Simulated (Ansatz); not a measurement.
## Ba under changes of volume

One of the cells (62.989 Å³/atom); the others are scaled copies at fixed shape and fractional positions:

```xyz
1
Lattice="-2.5065 2.5065 2.5065 2.5065 -2.5065 2.5065 2.5065 2.5065 -2.5065" Properties=species:S:1:pos:R:3 pbc="T T T"
Ba    0.0000    0.0000    0.0000
```

- Program: Ansatz 0.2.0
- Functional: PBE
- Potentials or basis: Ansatz PAW
- Cutoff: 420 eV (not typed: the program's choice for these potentials)
- k mesh: 8 × 8 × 8
- Occupations: fermi-dirac, width 0.05 eV
- Spin: no spin polarisation

```csv
volume (Å³/atom),energy over the lowest point (meV/atom),pressure (GPa)
59.209,6.39,0.6
60.469,2.61,0.4
61.729,?,?
62.989,0.00,0.0
64.249,0.92,-0.2
65.508,3.16,-0.3
66.768,6.60,-0.5
```

Q: What does the run at 61.729 Å³/atom give?

A: Energy over the lowest point 0.52 meV/atom; pressure 0.2 GPa.

Worked out: A Birch-Murnaghan fit of order 3 (a polynomial in V^(-2/3)) to the other rows has its minimum at 62.80 Å³/atom with B0 = V·E''(V) = 9.2 GPa and B' = 3.2. It gives 0.52 meV/atom at 61.729 Å³/atom, against the run's 0.52, and -dE/dV = 0.2 GPa, against 0.2.

Energies are extrapolated to zero smearing.
